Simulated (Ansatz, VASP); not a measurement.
**One calculation of SnO2 (Cassiterite), two programs**

```xyz
6
Lattice="4.7690 0.0000 0.0000 0.0000 4.7690 0.0000 0.0000 0.0000 3.2121" Properties=species:S:1:pos:R:3 pbc="T T T"
Sn    0.0000    0.0000    0.0000
Sn    2.3845    2.3845    1.6060
O     1.4606    1.4606    0.0000
O     0.9239    3.8451    1.6060
O     3.3084    3.3084    0.0000
O     3.8451    0.9239    1.6060
```

Alike in both runs: task relaxation of cell and atoms; functional PBEsol; k mesh 6 × 6 × 8; no spin polarisation.

|  | VASP | Ansatz |
| --- | --- | --- |
| version | VASP 6.6.1 | Ansatz 0.2.0 |
| potentials or method | VASP PAW PBE potentials, release 64 (Sn_d, O) | scalar-relativistic, plane waves, PAW |
| plane-wave cutoff (eV) | 600 | 420 |
| occupations | gaussian, width 0.01 eV | fixed |
| valence electrons in the cell | 52 | 52 |

|  | VASP | Ansatz | Ansatz less VASP |
| --- | --- | --- | --- |
| gap on the k mesh at the Fermi level, each at its own relaxed structure (eV) | 0.89 | 0.92 | +0.033 |
| relaxed volume (Å³/atom) | 12.20 | 12.18 | -0.028 |
| relaxed cell length with the largest relative difference (Å) | 3.216 | 3.212 | -0.0039 |

Caveats: the PAW data sets were made with another functional, which shifts forces and pressure a little (VASP); spin-orbit coupling is left out, which moves the levels of the heavy elements.
